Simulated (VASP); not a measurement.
# AgCl (Chlorargyrite) (Fm-3m) in VASP: further runs

Runs on AgCl (Chlorargyrite). Level: LDA. Tasks: relaxation of the atoms.

Program: VASP 6.6.1. These are calculated values, not measurements. Logs are shortened: lines on timing, memory, paths and dates and some standing lists are left out, and cuts for length are marked.

### Step 1. The undisturbed crystal

Symmetry: Fm-3m, No. 225, cubic system. Conventional cell: a = 5.470 Å, b = 5.470 Å, c = 5.470 Å, α = 90.00°, β = 90.00°, γ = 90.00°. Ag (site symmetry m-3m) has 6 Cl at 2.73 Å as nearest neighbours. Around Cl (site symmetry m-3m) lie 6 Ag at 2.73 Å.

### Step 2. Relaxation of the atoms, LDA (a relaxed cell with its volume scaled by 1.02)

INCAR

```
ALGO = Normal ; EDIFF = 1E-7
EDIFFG = -0.01 ; ENCUT = 600
GGA = CA ; IBRION = 2
ISIF = 2 ; ISMEAR = 0
LASPH = True ; LCHARG = False
LREAL = False ; LWAVE = False
NELM = 80 ; NSW = 40
PREC = Accurate ; SIGMA = 0.03
```

KPOINTS

```
k-points
0
Gamma
  8 8 8
```

POSCAR

```
AgCl                                    
1.0
    0.0000000000      2.6958267521      2.6958267521
    2.6958267521      0.0000000000      2.6958267521
    2.6958267521      2.6958267521      0.0000000000
  Ag              Cl            
     1     1
Direct
     0.0000000000000000    0.0000000000000000    0.0000000000000000
     0.5000000000000000    0.5000000000000000    0.5000000000000000
```

Potentials or basis: VASP PAW LDA potentials, release 64 (Ag, Cl).

Started as:

```sh
$ cat potpaw_LDA.64/Ag/POTCAR potpaw_LDA.64/Cl/POTCAR > POTCAR
$ mpirun -np 1 vasp_std > vasp.out
```

OUTCAR:

```text
EDIFF = 1E-7
   EDIFFG = -0.01
   ENCUT = 600
   GGA = CA
   IBRION = 2
   ISIF = 2
   ISMEAR = 0
   LASPH = True
   LREAL = False
   NELM = 80
   NSW = 40
   PREC = Accurate

 ion  position               nearest neighbor table
   1  0.000  0.000  0.000-   2 2.70   2 2.70   2 2.70   2 2.70   2 2.70   2 2.70
   2  0.500  0.500  0.500-   1 2.70   1 2.70   1 2.70   1 2.70   1 2.70   1 2.70

  LATTYP: Found a face centered cubic cell.
 ALAT       =     5.3916535042

  Lattice vectors:

 A1 = (   0.0000000000,   2.6958267521,   2.6958267521)
 A2 = (   2.6958267521,   0.0000000000,   2.6958267521)
 A3 = (   2.6958267521,   2.6958267521,   0.0000000000)

Analysis of symmetry for initial positions (statically):
=====================================================================
 Subroutine PRICEL returns:
 Original cell was already a primitive cell.

 Routine SETGRP: Setting up the symmetry group for a
 face centered cubic supercell.

 Subroutine GETGRP returns: Found 48 space group operations
 (whereof 48 operations were pure point group operations)
 out of a pool of 48 trial point group operations.

The static configuration has the point symmetry O_h .

Analysis of symmetry for dynamics (positions and initial velocities):
=====================================================================
 Subroutine PRICEL returns:
 Original cell was already a primitive cell.

 Routine SETGRP: Setting up the symmetry group for a
 face centered cubic supercell.

 Subroutine GETGRP returns: Found 48 space group operations
 (whereof 48 operations were pure point group operations)
 out of a pool of 48 trial point group operations.

The dynamic configuration has the point symmetry O_h .

 Subroutine INISYM returns: Found 48 space group operations
 (whereof 48 operations are pure point group operations),
 and found     1 'primitive' translations

----------------------------------------------------------------------------------------

                                     Primitive cell

  volume of cell :      39.1837

  direct lattice vectors                    reciprocal lattice vectors
     0.000000000  2.695826752  2.695826752    -0.185471859  0.185471859  0.185471859
     2.695826752  0.000000000  2.695826752     0.185471859 -0.185471859  0.185471859
     2.695826752  2.695826752  0.000000000     0.185471859  0.185471859 -0.185471859

  length of vectors
     3.812474755  3.812474755  3.812474755     0.321246684  0.321246684  0.321246684

  position of ions in fractional coordinates (direct lattice)
     0.000000000  0.000000000  0.000000000
     0.500000000  0.500000000  0.500000000

  ion indices of the primitive-cell ions
   primitive index   ion index
                 1           1
                 2           2

----------------------------------------------------------------------------------------

 KPOINTS: k-points

Automatic generation of k-mesh.
 Grid dimensions read from file:
 generate k-points for:    8    8    8

 Generating k-lattice:

  Cartesian coordinates                     Fractional coordinates (reciprocal lattice)
    -0.023183982  0.023183982  0.023183982     0.125000000  0.000000000  0.000000000
     0.023183982 -0.023183982  0.023183982     0.000000000  0.125000000  0.000000000
     0.023183982  0.023183982 -0.023183982     0.000000000  0.000000000  0.125000000

  Length of vectors
     0.040155835  0.040155835  0.040155835

  Shift w.r.t. Gamma in fractional coordinates (k-lattice)
     0.000000000  0.000000000  0.000000000

 Subroutine IBZKPT returns following result:
 ===========================================

 Found     29 irreducible k-points:

 Following reciprocal coordinates:
            Coordinates               Weight
  0.000000  0.000000  0.000000      1.000000
  0.125000  0.000000  0.000000      8.000000
  0.250000  0.000000  0.000000      8.000000
  0.375000  0.000000  0.000000      8.000000
  0.500000  0.000000  0.000000      4.000000
  0.125000  0.125000  0.000000      6.000000
[... 16 lines left out ...]
  0.500000  0.250000  0.125000     48.000000
 -0.375000  0.250000  0.125000     24.000000
 [... further k-points ...]
   k-points           NKPTS =     29   k-points in BZ     NKDIM =     29   number of bands    NBANDS=     13
   number of dos      NEDOS =    301   number of ions     NIONS =      2
   total plane-waves  NPLWV =  27000
   dimension x,y,z NGX =    30 NGY =   30 NGZ =   30
   dimension x,y,z NGXF=    60 NGYF=   60 NGZF=   60
   ions per type =               1   1
   NGX,Y,Z   is equivalent  to a cutoff of  13.08, 13.08, 13.08 a.u.
   NGXF,Y,Z  is equivalent  to a cutoff of  26.16, 26.16, 26.16 a.u.
 SYSTEM =  unknown system
   PREC   = accura    normal or accurate (medium, high low for compatibility)
   ISTART =      0    job   : 0-new  1-cont  2-samecut
   ICHARG =      2    charge: 1-file 2-atom 10-const
   ISPIN  =      1    spin polarized calculation?
   LNONCOLLINEAR =      F non collinear calculations
   LSORBIT =      F    spin-orbit coupling
   LASPH  =      T    aspherical Exc in radial PAW
   ENCUT  =  600.0 eV  44.10 Ry    6.64 a.u.   7.61  7.61  7.61*2*pi/ulx,y,z
   NELM   =     80;   NELMIN=  2; NELMDL= -5     # of ELM steps
   EDIFF  = 0.1E-06   stopping-criterion for ELM
   LREAL  =      F    real-space projection
   EDIFFG = -.1E-01   stopping-criterion for IOM
   NSW    =     40    number of steps for IOM
   IBRION =      2    ionic relax: 0-MD 1-quasi-New 2-CG
   NFREE  =      1    steps in history (QN), initial steepest desc. (CG)
   ISIF   =      2    stress and relaxation
   ISYM   =      2    0-nonsym 1-usesym 2-fastsym
   POTIM  = 0.5000    time-step for ionic-motion
   TEBEG  =    0.0;   TEEND  =   0.0 temperature during run
   PSTRESS=    0.0 pullay stress
   NELECT =      18.0000    total number of electrons
   NUPDOWN=      -1.0000    fix difference up-down
   EMIN   =  10.00;   EMAX   =-10.00  energy-range for DOS
   EFERMI =   0.00;   METHOD = LEGACY
   ISMEAR =     0;   SIGMA  =   0.03  broadening in eV -4-tet -1-fermi 0-gaus
   EFERMI_NEDOS =   21; number of points for ismear=-14 and -15
   IALGO  =     38    algorithm
   IMIX   =      4    mixing-type and parameters
     AMIX     =   0.40;   BMIX     =  1.00
     AMIX_MAG =   1.60;   BMIX_MAG =  1.00
  volume/ion in A,a.u.               =      19.59       132.21
  Fermi-wavevector in a.u.,A,eV,Ry     =   1.263175  2.387056 21.709623  1.595612
  Thomas-Fermi vector in A             =   2.396546
   LORBIT       =      0    0 simple, 1 ext, 2 COOP (PROOUT), +10 PAW based schemes
   GGA     = CA    functional components
   LHFCALC =     F    Hartree Fock is set to
   AEXX    =    0.0000 exact exchange contribution
   IVDW    =     0    specifies the selected vdW correction
   LEPSILON=     F    determine dielectric tensor
   LRPA    =     F    only Hartree local field effects (RPA)
 conjugate gradient relaxation of ions
 non-spin polarized calculation
 Gauss-broadening in eV      SIGMA  =   0.03
  energy-cutoff  :      600.00
  volume of cell :       39.18
 maximum number of plane-waves:      1325
   NGX = 15   NGY = 15   NGZ = 15

 number of electron      17.9999999 magnetization

 Free energy of the ion-electron system (eV)
  ---------------------------------------------------
  ext. energy  EPLUGINS =         0.00000000
  ---------------------------------------------------
  free energy    TOTEN  =        -6.78983452 eV

  energy without entropy =       -6.78983452  energy(sigma->0) =       -6.78983452

 E-fermi :   4.8458     XC(G=0): -10.8717

 val. band max:        4.7180651522   @ k =   0.5000   0.0000   0.0000
 cond. band min:       5.3661633226   @ k =   0.0000   0.0000   0.0000
 fundamental gap:      0.6480981705
 Fermi energy:         4.8458118702

 k-point     1 :       0.0000    0.0000    0.0000
  band No.  band energies     occupation
      1     -10.9326      2.00000
      2       1.8147      2.00000
      3       1.8147      2.00000
      4       1.8147      2.00000
      5       1.8597      2.00000
      6       1.8597      2.00000
      7       2.0547      2.00000
      8       2.0547      2.00000
      9       2.0547      2.00000
     10       5.3662      0.00000
     11      15.4352      0.00000
     12      15.4352      0.00000
     13      15.4352      0.00000

 k-point     2 :       0.1250    0.0000    0.0000
  band No.  band energies     occupation
      1     -10.8540      2.00000
      2       1.0536      2.00000
      3       1.1205      2.00000
      4       1.1205      2.00000
      5       1.8831      2.00000
      6       1.8831      2.00000
      7       2.1815      2.00000
      8       2.8798      2.00000
      9       2.8798      2.00000
     10       6.1591      0.00000
     11      13.9545      0.00000
     12      15.0962      0.00000
     13      15.0962      0.00000

 k-point     3 :       0.2500    0.0000    0.0000
  band No.  band energies     occupation
      1     -10.6540      2.00000
      2      -0.1244      2.00000
      3       0.4735      2.00000
      4       0.4735      2.00000
      5       2.0427      2.00000
      6       2.0427      2.00000
      7       2.3507      2.00000
      8       3.7635      2.00000
      9       3.7635      2.00000
     10       7.5377      0.00000
     11      12.3042      0.00000
     12      13.6996      0.00000
     13      13.6996      0.00000

 k-point     4 :       0.3750    0.0000    0.0000
  band No.  band energies     occupation
      1     -10.4372      2.00000
      2      -1.0235      2.00000
      3       0.0625      2.00000
      4       0.0625      2.00000
      5       2.2106      2.00000
      6       2.2106      2.00000
      7       2.5521      2.00000
      8       4.4483      2.00000
      9       4.4483      2.00000
     10       8.3681      0.00000
     11      11.5392      0.00000
     12      12.4718      0.00000
     13      12.4718      0.00000

 k-point     5 :       0.5000    0.0000    0.0000
  band No.  band energies     occupation
      1     -10.3415      2.00000
      2      -1.3572      2.00000
      3      -0.0781      2.00000
      4      -0.0781      2.00000
      5       2.2828      2.00000
      6       2.2828      2.00000
      7       2.6519      2.00000
      8       4.7181      2.00000
      9       4.7181      2.00000
     10       8.4511      0.00000
     11      11.5444      0.00000
     12      12.0036      0.00000
     13      12.0036      0.00000
[... 257 lines left out ...]
 k-point    22 :       0.3750    0.2500    0.1250
  band No.  band energies     occupation
      1     -10.5327      2.00000
      2      -0.5521      2.00000
      3       0.3845      2.00000
      4       0.7632      2.00000
      5       1.9332      2.00000
      6       2.1849      2.00000
      7       2.6883      2.00000
      8       2.7094      2.00000
      9       4.0364      2.00000
     10       8.5671      0.00000
     11      11.4017      0.00000
     12      12.5957      0.00000
     13      13.9979      0.00000

 k-point    23 :       0.5000    0.2500    0.1250
  band No.  band energies     occupation
      1     -10.3790      2.00000
      2      -0.8052      2.00000
      3       0.0523      2.00000
      4       0.3159      2.00000
      5       2.0849      2.00000
      6       2.2915      2.00000
      7       2.5926      2.00000
      8       3.1741      2.00000
      9       4.2529      2.00000
     10       9.2463      0.00000
     11      10.5294      0.00000
     12      12.4487      0.00000
     13      13.3691      0.00000

 k-point    24 :      -0.3750    0.2500    0.1250
  band No.  band energies     occupation
      1     -10.3129      2.00000
      2      -0.8872      2.00000
      3      -0.0200      2.00000
      4       0.0514      2.00000
      5       2.2011      2.00000
      6       2.2825      2.00000
      7       2.5774      2.00000
      8       3.5513      2.00000
      9       4.1118      2.00000
     10       9.6281      0.00000
     11      10.0489      0.00000
     12      12.6781      0.00000
     13      13.0289      0.00000

 [... further k-points ...]
[... 5 lines left out ...]
  --------------------------------------------------------------------------------------
  -------------------------------------------------------------------------------------
  Total       -0.3252850     -0.3252850     -0.3252850      0.0000000      0.0000000      0.0000000
  in kB      -13.3005202    -13.3005202    -13.3005202      0.0000000      0.0000000      0.0000000
  external PRESSURE =     -13.3005202 kB  Pullay stress =       0.0000000 kB

 VOLUME and BASIS-vectors are now :
 -----------------------------------------------------------------------------
  energy-cutoff  :      600.00
  volume of cell :       39.18
      direct lattice vectors                 reciprocal lattice vectors
     0.000000000  2.695826752  2.695826752    -0.185471859  0.185471859  0.185471859
     2.695826752  0.000000000  2.695826752     0.185471859 -0.185471859  0.185471859
     2.695826752  2.695826752  0.000000000     0.185471859  0.185471859 -0.185471859

 POSITION                                       TOTAL-FORCE (eV/Angst)
 -----------------------------------------------------------------------------------
      0.00000      0.00000      0.00000        -0.000000     -0.000000     -0.000000
      2.69583      2.69583      2.69583         0.000000      0.000000      0.000000
 -----------------------------------------------------------------------------------
    total drift:                               -0.000000      0.000000      0.000000

  FREE ENERGIE OF THE ION-ELECTRON SYSTEM (eV)
  ---------------------------------------------------
  free  energy   TOTEN  =        -6.7898345240 eV

  energy  without entropy=       -6.7898345240  energy(sigma->0) =       -6.78983452

 reached required accuracy - stopping structural energy minimisation
```

Wall time 7.5 s (1 thread of AMD EPYC 9R45 (Zen 5), shared host); peak memory 0.13 GiB.

Results:

```yaml
Free_energy: -6.7898 eV
Pressure_after_relaxing: -1.3 GPa
Band_gap_on_the_k_mesh: 0.65 eV, indirect (least direct gap 3.28 eV)
```

Final structure:
```
Ag Cl
1.0
     0.00000    2.69583    2.69583
     2.69583    0.00000    2.69583
     2.69583    2.69583    0.00000
Ag Cl
1 1
Direct
  0.00000 0.00000 0.00000
  0.50000 0.50000 0.50000
```

Levels at points of the mesh, in eV from the valence-band top:
| k point | band 7 | band 8 | band 9 | band 10 | band 11 | band 12 |
| --- | --- | --- | --- | --- | --- | --- |
| (0.00, 0.00, 0.00) | -2.66 | -2.66 | -2.66 | 0.65 | 10.72 | 10.72 |
| (0.50, 0.00, 0.00) | -2.07 | 0.00 | 0.00 | 3.73 | 6.83 | 7.29 |
| (0.50, 0.50, 0.00) | -2.29 | -2.29 | -2.14 | 1.98 | 7.74 | 8.68 |

Caveat: the relaxation stopped at its first step, so nothing moved. A k mesh can miss the band edges.

### Step 3. Relaxation of the atoms, LDA (a relaxed cell with its volume scaled by 1.04)

INCAR is that of step 2.

KPOINTS is that of step 2.

POSCAR

```
AgCl                                    
1.0
    0.0000000000      2.7133326111      2.7133326111
    2.7133326111      0.0000000000      2.7133326111
    2.7133326111      2.7133326111      0.0000000000
  Ag              Cl            
     1     1
Direct
     0.0000000000000000    0.0000000000000000    0.0000000000000000
     0.5000000000000000    0.5000000000000000    0.5000000000000000
```

Potentials or basis: VASP PAW LDA potentials, release 64 (Ag, Cl).

Started as:

```sh
$ cat potpaw_LDA.64/Ag/POTCAR potpaw_LDA.64/Cl/POTCAR > POTCAR
$ mpirun -np 1 vasp_std > vasp.out
```

Run time: 7.7 s. Hardware: 1 thread of AMD EPYC 9R45 (Zen 5), shared host; peak memory 0.13 GiB.

Results (log left out):

```yaml
Free_energy: -6.7808 eV
Pressure_after_relaxing: -2.5 GPa
Band_gap_on_the_k_mesh: 0.64 eV, indirect (least direct gap 3.20 eV)
```

Final structure:
```
Ag Cl
1.0
     0.00000    2.71333    2.71333
     2.71333    0.00000    2.71333
     2.71333    2.71333    0.00000
Ag Cl
1 1
Direct
  0.00000 0.00000 0.00000
  0.50000 0.50000 0.50000
```

Levels at points of the mesh, in eV from the valence-band top:
```csv
k point,band 6,band 7,band 8,band 9,band 10,band 11,band 12,band 13
"(0.00, 0.00, 0.00)",-2.77,-2.58,-2.58,-2.58,0.64,10.72,10.72,10.72
"(0.50, 0.00, 0.00)",-2.36,-2.01,0.00,0.00,3.79,6.71,7.33,7.33
"(0.50, 0.50, 0.00)",-2.54,-2.22,-2.22,-2.09,2.01,7.77,8.61,11.57
```

Caveat: the relaxation stopped at its first step, so nothing moved. A k mesh can miss the band edges.

### Step 4. Relaxation of the atoms, LDA (a relaxed cell with its volume scaled by 1.06)

INCAR is that of step 3.

KPOINTS is that of step 3.

POSCAR

```
AgCl                                    
1.0
    0.0000000000      2.7306154504      2.7306154504
    2.7306154504      0.0000000000      2.7306154504
    2.7306154504      2.7306154504      0.0000000000
  Ag              Cl            
     1     1
Direct
     0.0000000000000000    0.0000000000000000    0.0000000000000000
     0.5000000000000000    0.5000000000000000    0.5000000000000000
```

Started as:

```sh
$ cat potpaw_LDA.64/Ag/POTCAR potpaw_LDA.64/Cl/POTCAR > POTCAR
$ mpirun -np 1 vasp_std > vasp.out
```

It took 7.6 s on 1 thread of AMD EPYC 9R45 (Zen 5), shared host; peak memory 0.13 GiB.

It converged, with:

```
Free energy             : -6.7667 eV
Pressure after relaxing : -3.5 GPa
Band gap on the k mesh  : 0.64 eV, indirect (least direct gap 3.13 eV)
```

Final structure:
```xyz
2
Lattice="0.0000 2.7306 2.7306 2.7306 0.0000 2.7306 2.7306 2.7306 0.0000" Properties=species:S:1:pos:R:3 pbc="T T T"
Ag    0.0000    0.0000    0.0000
Cl    2.7306    2.7306    2.7306
```

Levels at points of the mesh, in eV from the valence-band top:
```csv
k point,band 7,band 8,band 9,band 10,band 11,band 12
"(0.00, 0.00, 0.00)",-2.50,-2.50,-2.50,0.64,10.73,10.73
"(0.50, 0.00, 0.00)",-1.95,0.00,0.00,3.84,6.60,7.36
"(0.50, 0.50, 0.00)",-2.16,-2.16,-2.04,2.04,7.79,8.54
```

Caveat: the relaxation stopped at its first step, so nothing moved. A k mesh can miss the band edges.

### Step 5. The runs side by side

| cell | gap on the mesh (eV) | pressure (GPa) |
| --- | --- | --- |
| atoms relaxed from: a relaxed cell with its volume scaled by 1.02 | 0.65 | -1.3 |
| atoms relaxed from: a relaxed cell with its volume scaled by 1.04 | 0.64 | -2.5 |
| atoms relaxed from: a relaxed cell with its volume scaled by 1.06 | 0.64 | -3.5 |

Alike in all rows: task relaxation of the atoms; level LDA; potentials or basis VASP PAW LDA potentials, release 64 (Ag, Cl); no spin polarisation; k mesh 8 × 8 × 8; cutoff (eV) 600; smearing gaussian 0.03 eV.

Caveats: the relaxation stopped at its first step, so nothing moved.

Total energies depend on the potentials used, so only differences within one code and one set of settings carry meaning.
